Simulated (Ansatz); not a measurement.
Crystal: MnS.

```xyz
2
Lattice="0.0000 2.4735 2.4735 2.4735 0.0000 2.4735 2.4735 2.4735 0.0000" Properties=species:S:1:pos:R:3 pbc="T T T"
Mn    0.0000    0.0000    0.0000
S     3.7102    3.7102    3.7102
```

The cell is a database's computed one.

Base run:

```yaml
Program: Ansatz 0.2.0
Functional: revPBE
Potentials_or_basis: Ansatz PAW
Cutoff: "420 eV (not typed: the program's choice for these potentials)"
k_mesh: 9 × 9 × 9
Occupations: fermi-dirac, width 0.05 eV
Spin: collinear spin, ferromagnetic start
Starting_moments: "[4.0, 0.0] μB"
```

Its results: band gap on the k mesh none (metal or under the smearing width); pressure 5.4 GPa; net moment 0.22 μB per cell; site moments Mn +0.19; S -0.00 μB.

Problem. The run is repeated on the same cell with these changes: functional from revPBE to r2SCAN; cutoff from 420 eV (not typed: the program's choice for these potentials) to 500 eV (not typed: the program's choice for these potentials). What comes out?

Solution. Band gap on the k mesh none (metal or under the smearing width); pressure 33.4 GPa; net moment 3.69 μB per cell; site moments Mn +3.14; S +0.03 μB.

Caveats: semilocal functionals often make such compounds metallic where correlation or magnetic order opens a gap, which also shifts bond lengths; the PAW data sets come from PBE, with cores solved anew for the run's functional, which leaves a small shift of forces and pressure; the moment fell far below its start of 4 μB, so a state of higher moment may lie lower in energy (some runs); the starting moments weren't kept (some runs); the magnetic or orbital state may not be the lowest (some runs); a pressure of tens of GPa on the cell as given is suspect, and the run, the potentials or the cell itself is likely at fault (some runs); a cell with one magnetic atom can't hold antiferromagnetic order, which such compounds often take (some runs).
